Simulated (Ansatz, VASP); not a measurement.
## One calculation of Sb, two programs

File INCAR:

```
ALGO     = Normal         # electronic algorithm
EDIFF    = 1E-6           # SCF threshold, eV
ENCUT    = 520            # plane-wave cutoff, eV
GGA      = PS             # functional
ISIF     = 2              # what is computed and relaxed
ISMEAR   = -1             # smearing method
LASPH    = True           # aspherical terms in the spheres
LCHARG   = False          # write CHGCAR
LREAL    = False          # projectors in reciprocal space
LWAVE    = False          # write WAVECAR
NBANDS   = 8              # bands
NELM     = 80             # most SCF steps
PREC     = Accurate       # precision mode
SIGMA    = 0.05           # smearing width, eV
```

The input KPOINTS:

```
k-points
0
Gamma
  12 12 12
```

POSCAR

```
Sb
1.0
    0.0000000000      2.3502075557      2.3502075557
    2.3502075557      0.0000000000      2.3502075557
    2.3502075557      2.3502075557      0.0000000000
Sb
1
Direct
    0.0000000000      0.0000000000      0.0000000000
```

Input for Ansatz:

```yaml
crystal:
  lattice:
    - [0.0, 2.3502075557, 2.3502075557]
    - [2.3502075557, 0.0, 2.3502075557]
    - [2.3502075557, 2.3502075557, 0.0]
  atoms:
    - { symbol: Sb, position: [0.0, 0.0, 0.0] }
kpoints:
  mp_grid: { grid: [12, 12, 12] }
  band_path:
    path:
      - [0.0, 0.0, 0.0]
      - [0.5, 0.0, 0.5]
      - [0.625, 0.25, 0.625]
      - [0.375, 0.375, 0.75]
      - [0.0, 0.0, 0.0]
      - [0.5, 0.5, 0.5]
      - [0.5, 0.25, 0.75]
      - [0.5, 0.0, 0.5]
    npoints: 5
scf:
  occupations: { method: fermi_dirac, width: 0.05 }
hamiltonian:
  xc: pbesol
  pseudopotentials: { kind: all_electron, lapw: { basis_error: 0.001 } }
output:
  forces: true
  stress: true
  eigenvalues: true
```

Change from the starting cell: volume scaled by 1.06.

Alike in both runs: task single point; functional PBEsol; k mesh 12 × 12 × 12; occupations fermi-dirac, width 0.05 eV; no spin polarisation.

|  | VASP | Ansatz |
| --- | --- | --- |
| version | VASP 6.6.1 | Ansatz 0.2.0 |
| potentials or method | VASP PAW PBE potentials, release 64 (Sb) | all-electron LAPW, scalar-relativistic |
| plane-wave cutoff (eV) | 520 | see its input |

|  | VASP | Ansatz | Ansatz less VASP |
| --- | --- | --- | --- |
| pressure (GPa) | 0.7 | 0.8 | +0.03 |

Ansatz ran all-electron here, so the differences hold the error of VASP's frozen core and of both bases.

Caveats: the PAW data sets were made with another functional, which shifts forces and pressure a little (VASP). The runs have no spin-orbit coupling, so splittings on Sb are missing.
